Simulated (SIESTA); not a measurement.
## Co in SIESTA: the effect of functional

Crystal: Co.

```
Co
1.0
     2.47056    0.00000    0.00000
    -1.23528    2.13957    0.00000
     0.00000    0.00000    8.08823
Co
4
Cartesian
  1.2353 0.7132 6.0662
  0.0000 0.0000 4.0441
  0.0000 1.4264 2.0221
  0.0000 0.0000 0.0000
```

Alike in all runs:

- Program: SIESTA 5.4.2
- Task: band structure
- Potentials or basis: PseudoDojo 0.4 standard (PBE files)
- Basis: DZP (energy shift 0.003 Ry; two zetas on semicore shells)
- Grid cutoff: 800 Ry
- Energy shift: 0.003 Ry
- k mesh: 8 × 8 × 3
- Occupations: fermi-dirac, width 0.05 eV
- Spin: collinear spin, ferromagnetic start
- Starting moments: [2.0, 2.0, 2.0, 2.0] μB

**Question.** One run gave: pressure -5.0 GPa. Which functional did it use?
A. VV10
B. vdW-DF2
C. vdW-DF
D. optB88-vdW
E. vdW-DF-C09

**Answer.** E.

```csv
functional,pressure (GPa)
vdW-DF,14.1
vdW-DF2,20.4
optB88-vdW,3.7
vdW-DF-C09,-5.0
vdW-DF-cx,-3.6
VV10,6.8
```

Caveats: all runs use coarse meshes; short orbitals over semicore shells can move pressures by several GPa; the potentials were made for another functional, which shifts forces and pressure; the basis of atomic orbitals isn't converged, which shifts pressures, moduli and gaps; the non-local part is tabulated coarsely and may be off by about a percent (some runs).

Runs at the PBE level aren't shown here.
